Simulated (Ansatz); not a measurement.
# Pt: the cost of one run

Computed with Ansatz 0.2.0 (DFT r2SCAN, scalar-relativistic, plane waves, PAW, unless a step's input says otherwise).

The COD entry's cell or inner coordinates are ideal or old and differ from later refinements, so a difference from it is no clean test against experiment.

2 further runs of the same task are left out: 2 set aside as unsound or not needed.

### 1 The system as given

The structure is cubic, space group Fm-3m (No. 225). Conventional cell: a = 3.940 Å, b = 3.940 Å, c = 3.940 Å, α = 90.00°, β = 90.00°, γ = 90.00°. Pt (site symmetry m-3m) is surrounded by 12 Pt at 2.79 Å.

Structure file:

```
Pt
1.0
     1.97011    1.97011    0.00000
    -1.97011    1.97011    0.00000
     0.00000    0.00000    3.94022
Pt
2
Direct
  0.00000 0.00000 0.00000
  0.50000 0.50000 0.50000
```

### 2 Reference cell for the strains

input.yaml

```yaml
crystal:
  lattice:
    - [1.9701103812, 1.9701103812, 0.0]
    - [-1.9701103812, 1.9701103812, 0.0]
    - [0.0, 0.0, 3.9402207624]
  atoms:
    - { symbol: Pt, position: [0.0, 0.0, 0.0] }
    - { symbol: Pt, position: [0.5, 0.5, 0.5] }
basis:
  ecutwfc: 500
kpoints:
  mp_grid: { grid: [18, 18, 14] }
hamiltonian:
  xc: r2scan
scf:
  occupations: { method: gaussian, width: 0.1 }
output:
  forces: true
  stress: true
  eigenvalues: true
```

Started as:

```sh
$ ansatz run input.yaml --threads 1 --pin off --max-ram 2560MiB --backend cpu --events-out ev --progress --plain --runs-dir out
```

What time and memory should one allow on 1 thread of AMD EPYC 7R43 (Zen 3), shared host?

About 22 s, with a peak of 0.67 GiB.
